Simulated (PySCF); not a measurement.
Calculated NMR data

Computed data (PySCF): PBE0/pcSseg-1 with gauge-including orbitals, GFN2-xTB geometry, J: B3LYP/pcJ-1 (spin–dipole term left out of most H,H and C,H couplings). One conformer, no relativistic terms, rapidly exchanging positions averaged, in vacuum.

δ = σ(ref) − σ, references computed at the same level: $^{1}$H (σ = 31.72 ppm) and $^{13}$C (σ = 186.93 ppm) against TMS. Multiplet labels drop J under 1 Hz and among equivalent protons, and merge close values. Unscaled 3J(H,H) run several per cent high. Shifts are as computed. Against solution values, carbons near 30 ppm lie about +3 ppm off and those near 130 ppm about +5 ppm. Of 1211 compounds with measured shifts, 218 miss one by over three times the rms of a fit or turn the order of signals round; such compounds aren't used in these exercises.

**1.** methoxyethene, C3H6O. $^{1}$H NMR (400 MHz, computed): δ 6.77 (dd, J = 15.5, 8.4 Hz, 1H), 4.13 (dd, J = 8.4, 4.1 Hz, 1H), 4.00 (dd, J = 15.5, 4.1 Hz, 1H), 3.68 (s, 3H). $^{13}$C{$^{1}$H} NMR (computed): δ 161.3 (CH), 86.4 (CH2), 55.0 (CH3).

**2.** SMILES O=CCC, C3H6O. $^{1}$H NMR (400 MHz, computed): δ 10.19 (s, 1H), 2.43 (q, J = 7.3 Hz, 2H), 1.08 (t, J = 7.3 Hz, 3H). $^{13}$C{$^{1}$H} NMR (computed): δ 205.9 (CH), 43.0 (CH2), 7.7 (CH3).
